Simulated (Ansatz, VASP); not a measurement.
**ZnS: VASP beside Ansatz**

```
CELL_PARAMETERS angstrom
0.00000 2.70200 2.70200
2.70200 0.00000 2.70200
2.70200 2.70200 0.00000
ATOMIC_POSITIONS crystal
Zn 0.75000 0.75000 0.75000
S 0.00000 0.00000 0.00000
```

Alike in both runs: functional PBE; k mesh 9 × 9 × 9; occupations gaussian, width 0.02 eV; no spin polarisation.

```csv
,VASP,Ansatz
version,VASP 6.6.1,Ansatz 0.2.0
potentials or method,"VASP PAW PBE potentials, release 64 (Zn, S)",Ansatz PAW
plane-wave cutoff (eV),520,420
valence electrons in the cell,18,18
task,optical spectrum,single point
```

VASP gave:

| Property | Result |
| --- | --- |
| gap on the k mesh at the Fermi level (eV) | 2.11 |
| least direct gap on the mesh (eV) | 2.11 |
| pressure (GPa) | 1.8 |

Q: Which values does Ansatz return?

A: gap on the k mesh at the Fermi level (eV): 2.11; least direct gap on the mesh (eV): 2.11; pressure (GPa): 1.6.

With one functional, cell and mesh, what is left measures potentials, basis and numerics.

Caveats: spectra need much finer meshes, so this one isn't converged (VASP); independent-particle spectra lack excitons (VASP); odd divisions of the mesh miss points on the zone boundary, where band edges often lie, so the gap on the mesh can be too wide (Ansatz).
